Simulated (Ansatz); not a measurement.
A run of Ansatz 0.2.0 is set up as follows.

Contents of input.yaml:

```yaml
crystal:
  lattice:
    - [0.0, 2.8338, 2.8338]
    - [2.8338, 0.0, 2.8338]
    - [2.8338, 2.8338, 0.0]
  atoms:
    - { symbol: Se, position: [0.75, 0.75, 0.75] }
    - { symbol: Zn, position: [0.0, 0.0, 0.0] }
hamiltonian:
  xc: rpbe
  pseudopotentials: { kind: paw, core: small }
magnetization:
  noncollinear: true
  spin_orbit: false
kpoints:
  mp_grid: { grid: [8, 8, 8] }
  band_path:
    path:
      - [[0.0, 0.0, 0.0], [0.5, 0.0, 0.5], [0.5, 0.25, 0.75], [0.375, 0.375, 0.75], [0.0, 0.0, 0.0], [0.5, 0.5, 0.5], [0.625, 0.25, 0.625], [0.5, 0.25, 0.75], [0.5, 0.5, 0.5], [0.375, 0.375, 0.75]]
      - [[0.625, 0.25, 0.625], [0.5, 0.0, 0.5]]
    npoints: 14
scf:
  occupations: { method: fixed }
  n_extra_bands: 6
output:
  forces: true
  stress: true
  eigenvalues: true
  fatbands: true
```

Potentials or basis: Ansatz PAW.

Launch:

```console
$ ansatz run input.yaml --threads 1 --pin off --max-ram 2560MiB --backend cpu --events-out ev --progress --plain --runs-dir out
```

Problem. Predict the band gap on the k mesh.

Solution. 1.45 eV, direct.

Problem. What does it give for the band gap along the path?

Solution. 1.45 eV, direct.

Levels at the corners of the path, in eV from the valence-band top:
| point | band 26 | band 27 | band 28 | band 29 | band 30 | band 31 |
| --- | --- | --- | --- | --- | --- | --- |
| Γ | 0.00 | 0.00 | 0.00 | 1.45 | 1.45 | 5.87 |
| X | -2.17 | -2.17 | -2.17 | 3.14 | 3.14 | 3.57 |
| W | -2.73 | -2.63 | -2.63 | 5.61 | 5.61 | 5.61 |
| K | -3.05 | -1.78 | -1.78 | 3.71 | 3.71 | 5.69 |
| Γ | 0.00 | 0.00 | 0.00 | 1.45 | 1.45 | 5.87 |
| L | -0.86 | -0.86 | -0.86 | 2.67 | 2.67 | 6.45 |
| U | -3.05 | -1.78 | -1.78 | 3.71 | 3.71 | 5.69 |
| W | -2.73 | -2.63 | -2.63 | 5.61 | 5.61 | 5.61 |
| L | -0.86 | -0.86 | -0.86 | 2.67 | 2.67 | 6.45 |
| K | -3.05 | -1.78 | -1.78 | 3.71 | 3.71 | 5.69 |
| U | -3.05 | -1.78 | -1.78 | 3.71 | 3.71 | 5.69 |
| X | -2.17 | -2.17 | -2.17 | 3.14 | 3.14 | 3.57 |

**The experiment to reproduce.**

“Alloy Disordering Effects on the Thermal Conductivity and Energy Gap Temperature Dependence of Cd1−xZnxSe Ternary Crystals Grown by the Bridgman Method”, 2023, pmc:10253836 reports, for a bulk crystal of ZnSe at 300 K: band gap 2.695 ± 0.003 eV (an exciton energy, a little under the gap).

Against the measured gap of ZnSe, 2.695 eV (an exciton energy, a little under the gap; 300 K; “Alloy Disordering Effects on the Thermal Conductivity and Energy Gap Temperature Dependence of Cd1−xZnxSe Ternary Crystals Grown by the Bridgman Method”, 2023, pmc:10253836), the calculated 1.45 eV is off by -1.24 eV. Spin-orbit coupling on Se is left out. The value is that of RPBE, without temperature or zero-point motion. Semilocal functionals fall short of measured gaps as a rule.
